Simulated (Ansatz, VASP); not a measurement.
Ni in VASP and in Ansatz

```
CELL_PARAMETERS angstrom
2.41494 0.00000 0.00000
-1.20747 2.09140 0.00000
0.00000 0.00000 4.01776
ATOMIC_POSITIONS crystal
Ni 0.66667 0.33333 0.75000
Ni 0.33333 0.66667 0.25000
```

This isn't the form of Ni at room conditions, which is fcc.

Alike in both runs: task single point; functional r2SCAN; k mesh 12 × 12 × 7; occupations fermi-dirac, width 0.05 eV; collinear spin.

```csv
,VASP,Ansatz
version,VASP 6.6.1,Ansatz 0.2.0
potentials or method,"VASP PAW PBE potentials, release 64 (Ni)",Ansatz PAW
plane-wave cutoff (eV),520,500
valence electrons in the cell,20,36
```

```tsv
	VASP	Ansatz	Ansatz less VASP
gap on the k mesh at the Fermi level (eV)	none	none	-
pressure (GPa)	9.4	9.1	-0.30
largest component of the traceless stress (GPa)	1.09	1.11	+0.026
net moment per atom (μB)	0.70	0.72	+0.025
size of the moment on the site where the two differ most (μB)	0.71	0.78	+0.073
```

Site moments also hang on the region over which each program counts them. A gap of «none» marks a metal or a gap that the smearing closes. The two sets of potentials don't hold the same shells in valence.

Caveats: the PAW data sets were made with another functional, which shifts forces and pressure a little (VASP); the magnetic or orbital state may not be the lowest (Ansatz); the PAW data sets come from PBE, with cores solved anew for the run's functional, which leaves a small shift of forces and pressure (Ansatz).
